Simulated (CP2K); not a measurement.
Runs of CP2K 2026.2 on Sb. Symmetry: Fm-3m, No. 225, cubic system. The conventional cell has a = 4.742 Å, b = 4.742 Å, c = 4.742 Å, α = 90.00°, β = 90.00°, γ = 90.00°. Sb (site symmetry m-3m) is surrounded by 12 Sb at 3.35 Å. This isn't the form of Sb at room conditions, which is rhombohedral.

```csv
task,level,potentials or basis,cell,smearing,EPS_DEFAULT,NGRIDS,potentials,points a segment of the path (NPOINTS),bands added on the path,gap on the mesh (eV),pressure (GPa)
single point,PBEsol,POTENTIAL_UZH Sb GTH-PBE-q5; TZVP-MOLOPT-PBE-GTH basis,cell strained at random at fixed volume,fermi-dirac 0.05 eV,1.0E-10,4,Sb GTH-PBE-q5 of POTENTIAL_UZH,-,-,none,2.0
band structure,LDA,GTH_POTENTIALS Sb GTH-PADE-q5; TZVP-MOLOPT-PBE-GTH basis,as given,fermi-dirac 0.05 eV,1.0E-9,5,Sb GTH-PADE-q5 of GTH_POTENTIALS,6,4,none,-1.1
band structure,PBEsol,POTENTIAL_UZH Sb GTH-PBE-q5; TZVP-MOLOPT-PBE-GTH basis,as given,fermi-dirac 0.01 eV,1.0E-9,4,Sb GTH-PBE-q5 of POTENTIAL_UZH,6,2,none,2.2
single point,PBEsol,POTENTIAL_UZH Sb GTH-PBE-q5; TZVP-MOLOPT-PBE-GTH basis,as given,fermi-dirac 0.05 eV,1.0E-10,4,Sb GTH-PBE-q5 of POTENTIAL_UZH,-,-,none,(a)
```

Alike in all rows: no spin polarisation; k mesh 10 × 10 × 10.

Estimate the missing entries.

(a) 2.1.

Caveats: the basis of atomic orbitals isn't converged, which shifts pressures, moduli and gaps; the potentials were made for another functional, which shifts forces and pressure (some runs); spin-orbit coupling is left out, which moves the levels of the heavy elements (some runs).

A k mesh can miss the band edges, and the runs leave out spin-orbit coupling on Sb.

A gap of «none» marks a metal or a gap under the smearing width.
